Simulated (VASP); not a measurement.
Set up this calculation in VASP 6.6.1, as the native input.

* Task: band structure
* Functional: r2SCAN
* Potentials or basis: VASP PAW PBE potentials, release 64 (Ti_sv, O)
* Cutoff: 520 eV
* k mesh: 8 × 8 × 10
* Occupations: gaussian, width 0.02 eV
* Spin: no spin polarisation
* Further INCAR settings: ALGO = Normal; EDIFF = 1e-06; NBANDS = 33

The structure of TiO2 (Anatase) lies in POSCAR:

```
TiO2
1.0
   -1.8921000000      1.8921000000      4.7573000000
    1.8921000000     -1.8921000000      4.7573000000
    1.8921000000      1.8921000000     -4.7573000000
Ti O
2 4
Direct
    0.7500000000      0.2500000000      0.5000000000
    0.0000000000      0.0000000000      0.0000000000
    0.7919000000      0.7919000000      0.0000000000
    0.5419000000      0.0419000000      0.5000000000
    0.9581000000      0.4581000000      0.5000000000
    0.2081000000      0.2081000000      0.0000000000
```

The input as run:

INCAR

```
  PREC = Accurate
  ENCUT = 520
  EDIFF = 1E-6
  ISMEAR = 0
  SIGMA = 0.02
  LREAL = False
  LASPH = True
  NELM = 100
  ALGO = Normal
  ISIF = 2
  LWAVE = False
  LCHARG = False
  LMAXMIX = 4
  METAGGA = R2SCAN
  LMIXTAU = True
  NBANDS = 33
```

KPOINTS

```
regular mesh
0
Gamma
  8 8 10
```

KPOINTS_OPT

```
path GXYSGZS1NPY1Z,XP
20
line-mode
reciprocal
 0.0000000000  0.0000000000  0.0000000000  G
-0.5000000000  0.5000000000  0.0000000000  X

-0.5000000000  0.5000000000  0.0000000000  X
-0.5000000000  0.5000000000 -0.0790928267  Y

-0.5000000000  0.5000000000 -0.0790928267  Y
-0.2895464134  0.2895464134 -0.2895464134  S

-0.2895464134  0.2895464134 -0.2895464134  S
 0.0000000000  0.0000000000  0.0000000000  G

 0.0000000000  0.0000000000  0.0000000000  G
 0.5000000000  0.5000000000 -0.5000000000  Z

 0.5000000000  0.5000000000 -0.5000000000  Z
 0.2895464134  0.7104535866 -0.7104535866  S1

 0.2895464134  0.7104535866 -0.7104535866  S1
 0.0000000000  0.5000000000 -0.5000000000  N

 0.0000000000  0.5000000000 -0.5000000000  N
-0.2500000000  0.7500000000 -0.2500000000  P

-0.2500000000  0.7500000000 -0.2500000000  P
 0.0790928267  0.9209071733 -0.5000000000  Y1

 0.0790928267  0.9209071733 -0.5000000000  Y1
 0.5000000000  0.5000000000 -0.5000000000  Z

-0.5000000000  0.5000000000  0.0000000000  X
-0.2500000000  0.7500000000 -0.2500000000  P
```

Potentials or basis: VASP PAW PBE potentials, release 64 (Ti_sv, O).

Run with:

```sh
$ cat potpaw_PBE.64/Ti_sv/POTCAR potpaw_PBE.64/O/POTCAR > POTCAR
$ mpirun -np 1 vasp_std > vasp.out
```

Results of the run:

The pressure is 1.8 GPa and the largest force is 0.038 eV/Å. The band gap on the k mesh is 2.54 eV, indirect (least direct gap 2.96 eV) and the band gap along the path is 2.52 eV, indirect (least direct gap 2.89 eV).

Caveat: the PAW data sets were made with another functional, which shifts forces and pressure a little.

It took 78 min on 1 thread of Intel(R) Xeon(R) Platinum 8488C (Sapphire Rapids) (shared host), peak memory 0.64 GiB.
